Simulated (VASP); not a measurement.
# Re (I4/mmm) in VASP: further runs

One crystal, Re, is run at these levels: PBE; tasks: single point.

Everything below comes from runs of VASP 6.6.1. Logs are shortened: lines on timing, memory, paths and dates and some standing lists are left out, and cuts for length are marked.

## (1) The cell of the first run

The structure is tetragonal, space group I4/mmm (No. 139). Conventional cell: a = 2.793 Å, b = 2.793 Å, c = 3.871 Å, α = 90.00°, β = 90.00°, γ = 90.00°. Re (site symmetry 4/mmm) has 12 Re at 2.77 to 2.79 Å as nearest neighbours.

This isn't the form of Re at room conditions, which is hcp.

## (2) Single point, PBE (strain -0.0200 x Voigt [0, 1, 0, 0, 0, 0], atoms carried along)

Contents of INCAR:

```
ALGO = Fast
EDIFF = 1E-6
ENCUT = 520
GGA = PE
ISIF = 2
ISMEAR = 0
LASPH = True
LCHARG = False
LREAL = False
LWAVE = False
NBANDS = 10
NELM = 100
PREC = Accurate
SIGMA = 0.15
```

Contents of KPOINTS:

```
k-points
0
Gamma
  20 20 20
```

Contents of POSCAR:

```
Re
1.0
    0.0000000000      1.9355000000      1.9750000000
    1.9750000000      0.0000000000      1.9750000000
    1.9750000000      1.9355000000      0.0000000000
Re
1
Direct
    0.0000000000      0.0000000000      0.0000000000
```

Potentials or basis: VASP PAW PBE potentials, release 64 (Re).

Launch:

```bash
cat potpaw_PBE.64/Re/POTCAR > POTCAR
mpirun -np 1 vasp_std > vasp.out
```

OUTCAR:

```text
EDIFF = 1E-6
   ENCUT = 520
   GGA = PE
   ISIF = 2
   ISMEAR = 0
   LASPH = True
   LREAL = False
   NELM = 100
   PREC = Accurate

 ion  position               nearest neighbor table
   1  0.000  0.000  0.000-

  LATTYP: Found a body centered tetragonal cell.
 ALAT       =     2.7930717857
 C/A-ratio  =     1.3859292911

  Lattice vectors:

 A1 = (   0.0000000000,  -1.9355000000,   1.9750000000)
 A2 = (   0.0000000000,  -1.9355000000,  -1.9750000000)
 A3 = (   1.9750000000,   1.9355000000,   0.0000000000)

Analysis of symmetry for initial positions (statically):
=====================================================================
 Subroutine PRICEL returns:
 Original cell was already a primitive cell.

 Routine SETGRP: Setting up the symmetry group for a
 body centered tetragonal supercell.

 Subroutine GETGRP returns: Found 16 space group operations
 (whereof 16 operations were pure point group operations)
 out of a pool of 16 trial point group operations.

The static configuration has the point symmetry D_4h.

Analysis of symmetry for dynamics (positions and initial velocities):
=====================================================================
 Subroutine PRICEL returns:
 Original cell was already a primitive cell.

 Routine SETGRP: Setting up the symmetry group for a
 body centered tetragonal supercell.

 Subroutine GETGRP returns: Found 16 space group operations
 (whereof 16 operations were pure point group operations)
 out of a pool of 16 trial point group operations.

The dynamic configuration has the point symmetry D_4h.

 Subroutine INISYM returns: Found 16 space group operations
 (whereof 16 operations are pure point group operations),
 and found     1 'primitive' translations

----------------------------------------------------------------------------------------

                                     Primitive cell

  volume of cell :      15.0993

  direct lattice vectors                    reciprocal lattice vectors
     0.000000000  1.935500000  1.975000000    -0.253164557  0.258331181  0.253164557
     1.975000000  0.000000000  1.975000000     0.253164557 -0.258331181  0.253164557
     1.975000000  1.935500000  0.000000000     0.253164557  0.258331181 -0.253164557

  length of vectors
     2.765282128  2.793071786  2.765282128     0.441496981  0.441496981  0.441496981

  position of ions in fractional coordinates (direct lattice)
     0.000000000  0.000000000  0.000000000

  ion indices of the primitive-cell ions
   primitive index   ion index
                 1           1

----------------------------------------------------------------------------------------

 KPOINTS: k-points

Automatic generation of k-mesh.
 Grid dimensions read from file:
 generate k-points for:   20   20   20

 Generating k-lattice:

  Cartesian coordinates                     Fractional coordinates (reciprocal lattice)
    -0.012658228  0.012916559  0.012658228     0.050000000  0.000000000  0.000000000
     0.012658228 -0.012916559  0.012658228     0.000000000  0.050000000  0.000000000
     0.012658228  0.012916559 -0.012658228     0.000000000  0.000000000  0.050000000

  Length of vectors
     0.022074849  0.022074849  0.022074849

  Shift w.r.t. Gamma in fractional coordinates (k-lattice)
     0.000000000  0.000000000  0.000000000

 Subroutine IBZKPT returns following result:
 ===========================================

 Found    641 irreducible k-points:

 Following reciprocal coordinates:
            Coordinates               Weight
  0.000000  0.000000  0.000000      1.000000
  0.050000  0.000000 -0.000000      8.000000
  0.100000  0.000000 -0.000000      8.000000
  0.150000  0.000000  0.000000      8.000000
  0.200000  0.000000 -0.000000      8.000000
  0.250000  0.000000 -0.000000      8.000000
[... 16 lines left out ...]
 -0.400000  0.050000  0.000000     16.000000
 -0.350000  0.050000  0.000000     16.000000
 [... further k-points ...]
   k-points           NKPTS =    641   k-points in BZ     NKDIM =    641   number of bands    NBANDS=     10
   number of dos      NEDOS =    301   number of ions     NIONS =      1
   total plane-waves  NPLWV =  13824
   dimension x,y,z NGX =    24 NGY =   24 NGZ =   24
   dimension x,y,z NGXF=    48 NGYF=   48 NGZF=   48
   ions per type =               1
   NGX,Y,Z   is equivalent  to a cutoff of  14.43, 14.28, 14.43 a.u.
   NGXF,Y,Z  is equivalent  to a cutoff of  28.86, 28.57, 28.86 a.u.
 SYSTEM =  unknown system
   PREC   = accura    normal or accurate (medium, high low for compatibility)
   ISTART =      0    job   : 0-new  1-cont  2-samecut
   ICHARG =      2    charge: 1-file 2-atom 10-const
   ISPIN  =      1    spin polarized calculation?
   LNONCOLLINEAR =      F non collinear calculations
   LSORBIT =      F    spin-orbit coupling
   LASPH  =      T    aspherical Exc in radial PAW
   ENCUT  =  520.0 eV  38.22 Ry    6.18 a.u.   5.14  5.19  5.14*2*pi/ulx,y,z
   NELM   =    100;   NELMIN=  2; NELMDL= -5     # of ELM steps
   EDIFF  = 0.1E-05   stopping-criterion for ELM
   LREAL  =      F    real-space projection
   EDIFFG = 0.1E-04   stopping-criterion for IOM
   NSW    =      0    number of steps for IOM
   IBRION =     -1    ionic relax: 0-MD 1-quasi-New 2-CG
   NFREE  =      0    steps in history (QN), initial steepest desc. (CG)
   ISIF   =      2    stress and relaxation
   ISYM   =      2    0-nonsym 1-usesym 2-fastsym
   POTIM  = 0.5000    time-step for ionic-motion
   TEBEG  =    0.0;   TEEND  =   0.0 temperature during run
   PSTRESS=    0.0 pullay stress
   NELECT =       7.0000    total number of electrons
   NUPDOWN=      -1.0000    fix difference up-down
   EMIN   =  10.00;   EMAX   =-10.00  energy-range for DOS
   EFERMI =   0.00;   METHOD = LEGACY
   ISMEAR =     0;   SIGMA  =   0.15  broadening in eV -4-tet -1-fermi 0-gaus
   EFERMI_NEDOS =   21; number of points for ismear=-14 and -15
   IALGO  =     68    algorithm
   IMIX   =      4    mixing-type and parameters
     AMIX     =   0.40;   BMIX     =  1.00
     AMIX_MAG =   1.60;   BMIX_MAG =  1.00
  volume/ion in A,a.u.               =      15.10       101.90
  Fermi-wavevector in a.u.,A,eV,Ry     =   1.267034  2.394348 21.842467  1.605376
  Thomas-Fermi vector in A             =   2.400204
   LORBIT       =      0    0 simple, 1 ext, 2 COOP (PROOUT), +10 PAW based schemes
   GGA     = PE    functional components
   LHFCALC =     F    Hartree Fock is set to
   AEXX    =    0.0000 exact exchange contribution
   IVDW    =     0    specifies the selected vdW correction
   LEPSILON=     F    determine dielectric tensor
   LRPA    =     F    only Hartree local field effects (RPA)
 non-spin polarized calculation
 RMM-DIIS sequential band-by-band and
 Gauss-broadening in eV      SIGMA  =   0.15
  energy-cutoff  :      520.00
  volume of cell :       15.10
 maximum number of plane-waves:       423
 NGX is ok and might be reduce to    24
   NGX = 11   NGY = 11   NGZ = 11

 number of electron       7.0000000 magnetization

 Free energy of the ion-electron system (eV)
  ---------------------------------------------------
  ext. energy  EPLUGINS =         0.00000000
  ---------------------------------------------------
  free energy    TOTEN  =       -12.36353034 eV

  energy without entropy =      -12.35382920  energy(sigma->0) =      -12.35867977

 E-fermi :   7.8494     XC(G=0): -13.5886

 val. band max:        7.8470284010   @ k =  -0.3500   0.3000   0.1500
 cond. band min:       7.8536286818   @ k =   0.2500  -0.2000   0.1500
 fundamental gap:      0.0066002808
 Fermi energy:         7.8494170134

 k-point     1 :       0.0000    0.0000    0.0000
  band No.  band energies     occupation
      1      -2.1163      2.00000
      2       5.8968      2.00000
      3       5.8968      2.00000
      4       6.1790      2.00000
      5       8.8585      0.00000
      6       9.2404      0.00000
      7      21.7287      0.00000
      8      27.0072      0.00000
      9      27.0072      0.00000
     10      27.7009      0.00000

 k-point     2 :       0.0500    0.0000   -0.0000
  band No.  band energies     occupation
      1      -2.0028      2.00000
      2       5.8553      2.00000
      3       5.9501      2.00000
      4       6.1962      2.00000
      5       8.8198      0.00000
      6       9.1927      0.00000
      7      21.9499      0.00000
      8      26.5509      0.00000
      9      27.2110      0.00000
     10      27.7365      0.00000

 k-point     3 :       0.1000    0.0000   -0.0000
  band No.  band energies     occupation
      1      -1.6719      2.00000
      2       5.6847      2.00000
      3       6.0920      2.00000
      4       6.3054      2.00000
      5       8.7316      0.00000
      6       9.0756      0.00000
      7      22.5646      0.00000
      8      25.4065      0.00000
      9      27.8071      0.00000
     10      28.2832      0.00000

 k-point     4 :       0.1500    0.0000    0.0000
  band No.  band energies     occupation
      1      -1.1550      2.00000
      2       5.4333      2.00000
      3       6.2611      2.00000
      4       6.4774      2.00000
      5       8.6788      0.00000
      6       8.9675      0.00000
      7      23.2854      0.00000
      8      24.3576      0.00000
      9      28.7538      0.00000
     10      29.2329      0.00000

 k-point     5 :       0.2000    0.0000   -0.0000
  band No.  band energies     occupation
      1      -0.5140      2.00000
      2       5.2181      2.00000
      3       6.3547      2.00000
      4       6.6016      2.00000
      5       8.7897      0.00000
      6       8.9927      0.00000
      7      22.6975      0.00000
      8      24.7587      0.00000
      9      29.9890      0.00000
     10      30.4808      0.00000

 k-point     6 :       0.2500    0.0000   -0.0000
  band No.  band energies     occupation
      1       0.1451      2.00000
      2       5.1729      2.00000
      3       6.3031      2.00000
      4       6.5863      2.00000
      5       9.1477      0.00000
      6       9.2543      0.00000
      7      21.6533      0.00000
      8      25.2326      0.00000
      9      31.6738      0.00000
     10      31.9478      0.00000
[... 183 lines left out ...]
 k-point    21 :       0.5000    0.0500   -0.0000
  band No.  band energies     occupation
      1       1.2412      2.00000
      2       5.5574      2.00000
      3       6.0003      2.00000
      4       7.7518      1.64255
      5      11.4528      0.00000
      6      11.7963      0.00000
      7      17.4046      0.00000
      8      21.4534      0.00000
      9      27.4953      0.00000
     10      27.7679      0.00000

 k-point    22 :      -0.4500    0.0500    0.0000
  band No.  band energies     occupation
      1       1.2419      2.00000
      2       5.5833      2.00000
      3       6.0049      2.00000
      4       7.6507      1.93906
      5      11.2574      0.00000
      6      11.8764      0.00000
      7      17.5384      0.00000
      8      21.5232      0.00000
      9      27.3860      0.00000
     10      28.0747      0.00000

 k-point    23 :      -0.4000    0.0500    0.0000
  band No.  band energies     occupation
      1       1.2294      2.00000
      2       5.6853      2.00000
      3       6.0874      2.00000
      4       7.0192      2.00000
      5      10.7961      0.00000
      6      11.6026      0.00000
      7      18.3404      0.00000
      8      22.0118      0.00000
      9      27.8322      0.00000
     10      29.0285      0.00000

 k-point    24 :      -0.3500    0.0500    0.0000
  band No.  band energies     occupation
      1       1.1513      2.00000
      2       5.8500      2.00000
      3       6.1845      2.00000
      4       6.2391      2.00000
      5      10.1767      0.00000
      6      11.0828      0.00000
      7      19.3988      0.00000
      8      22.9690      0.00000
      9      28.7690      0.00000
     10      30.4798      0.00000

 [... further k-points ...]

------------------------ aborting loop because EDIFF is reached ----------------------------------------

  FORCE on cell =-STRESS in cart. coord.  units (eV):
  Direction    XX          YY          ZZ          XY          YZ          ZX
  --------------------------------------------------------------------------------------
  -------------------------------------------------------------------------------------
  Total       -0.4521709      0.0691266     -0.4521709      0.0000000     -0.0000000      0.0000000
  in kB      -47.9795127      7.3349719    -47.9795127      0.0000000     -0.0000000      0.0000000
  external PRESSURE =     -29.5413511 kB  Pullay stress =       0.0000000 kB

 VOLUME and BASIS-vectors are now :
 -----------------------------------------------------------------------------
  energy-cutoff  :      520.00
  volume of cell :       15.10
      direct lattice vectors                 reciprocal lattice vectors
     0.000000000  1.935500000  1.975000000    -0.253164557  0.258331181  0.253164557
     1.975000000  0.000000000  1.975000000     0.253164557 -0.258331181  0.253164557
     1.975000000  1.935500000  0.000000000     0.253164557  0.258331181 -0.253164557

 POSITION                                       TOTAL-FORCE (eV/Angst)
 -----------------------------------------------------------------------------------
      0.00000      0.00000      0.00000        -0.000000      0.000000      0.000000
 -----------------------------------------------------------------------------------
    total drift:                               -0.000000      0.000000     -0.000000

  FREE ENERGIE OF THE ION-ELECTRON SYSTEM (eV)
  ---------------------------------------------------
  free  energy   TOTEN  =       -12.3635303434 eV

  energy  without entropy=      -12.3538291978  energy(sigma->0) =      -12.35867977
```

It took 52 s on 1 thread of Intel Xeon Platinum 8559C (Emerald Rapids), shared host; peak memory 0.22 GiB.

Results:

```
Free energy            : -12.3635 eV
Pressure               : -3.0 GPa
Band gap on the k mesh : none (metal or under the smearing width)
```

Levels at points of the mesh, in eV from the Fermi level:
| k point | band 1 | band 2 | band 3 | band 4 | band 5 | band 6 | band 7 | band 8 |
| --- | --- | --- | --- | --- | --- | --- | --- | --- |
| (0.00, 0.00, 0.00) | -9.97 | -1.95 | -1.95 | -1.67 | 1.01 | 1.39 | 13.88 | 19.16 |
| (0.50, 0.00, 0.00) | -6.71 | -2.21 | -1.90 | 0.16 | 3.57 | 3.74 | 9.59 | 13.36 |
| (0.50, 0.50, 0.00) | -6.63 | -5.75 | 2.54 | 3.61 | 4.22 | 4.51 | 12.03 | 12.32 |
| (0.50, 0.00, 0.50) | -6.60 | -5.79 | 2.96 | 3.59 | 4.38 | 4.38 | 11.83 | 11.83 |

Spin-orbit coupling is left out, which matters for the levels of Re.

## (3) Single point, PBE (strain +0.0200 x Voigt [0, 1, 0, 0, 0, 0], atoms carried along)

Contents of INCAR:

```
PREC = Accurate
ENCUT = 520
EDIFF = 1E-6
ISMEAR = 0
SIGMA = 0.15
LREAL = F
LASPH = T
NELM = 100
ALGO = Normal
ISIF = 2
LWAVE = F
LCHARG = T
GGA = PE
LELF = T
LVHAR = T
NBANDS = 10
```

Contents of KPOINTS:

```
regular mesh
0
Gamma
  20 20 20
```

Contents of POSCAR:

```
Re
1.0
    0.0000000000      2.0145000000      1.9750000000
    1.9750000000      0.0000000000      1.9750000000
    1.9750000000      2.0145000000      0.0000000000
Re
1
Direct
    0.0000000000      0.0000000000      0.0000000000
```

Potentials or basis: VASP PAW PBE potentials, release 64 (Re).

Launch:

```bash
cat potpaw_PBE.64/Re/POTCAR > POTCAR
mpirun -np 1 vasp_std > vasp.out
```

Wall time 42 s (1 thread of Intel Xeon Platinum 8559C (Emerald Rapids), shared host); peak memory 0.23 GiB.

It converged, with:

```yaml
Free_energy: -12.3268 eV
Pressure: -15.9 GPa
Band_gap_on_the_k_mesh: none (metal or under the smearing width)
```

Stress tensor (GPa, compression positive):
```
-14.21   0.00   0.00
  0.00 -19.40   0.00
  0.00   0.00 -14.21
```

Levels at points of the mesh, in eV from the Fermi level:
| k point | band 1 | band 2 | band 3 | band 4 | band 5 | band 6 | band 7 | band 8 |
| --- | --- | --- | --- | --- | --- | --- | --- | --- |
| (0.00, 0.00, 0.00) | -9.68 | -1.93 | -1.66 | -1.66 | 0.94 | 1.31 | 13.84 | 18.71 |
| (0.50, 0.00, 0.00) | -6.42 | -2.08 | -1.79 | 0.12 | 3.35 | 3.51 | 9.03 | 13.32 |
| (0.50, 0.50, 0.00) | -6.27 | -5.46 | 2.66 | 3.36 | 3.96 | 4.24 | 11.52 | 11.76 |
| (0.50, 0.00, 0.50) | -6.29 | -5.44 | 2.27 | 3.40 | 4.08 | 4.08 | 11.55 | 11.97 |

Caveat: so large a pressure means that the cell lies far from this level's equilibrium, or that cutoff or potentials fall short. The run has no spin-orbit coupling, so splittings on Re are missing.
